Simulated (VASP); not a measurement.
A run of VASP 6.6.1 is set up as follows.

Contents of INCAR:

```
ALGO = Normal
EDIFF = 1E-6
ENCUT = 520
GGA = PE
ISIF = 2
ISMEAR = 0
LASPH = T
LCHARG = T
LELF = T
LREAL = F
LVHAR = T
LWAVE = F
NBANDS = 8
NELM = 100
PREC = Accurate
SIGMA = 0.15
```

File KPOINTS:

```
k-points
0
Gamma
  20 20 20
```

Contents of POSCAR:

```
As
1.0
    2.7036817444      0.0000000000      0.0000000000
    0.0000000000      2.7036817444      0.0000000000
    0.0000000000      0.0000000000      2.7036817444
As
1
Direct
    0.5000000000      0.5000000000      0.5000000000
```

Potentials or basis: VASP PAW PBE potentials, release 64 (As).

The run is started by

```console
$ cat potpaw_PBE.64/As/POTCAR > POTCAR
$ mpirun -np 1 vasp_std > vasp.out
```

Task: Estimate the band gap on the k mesh.

Result: None (metal or under the smearing width).

Task: Predict the pressure.

Result: 2.6 GPa.
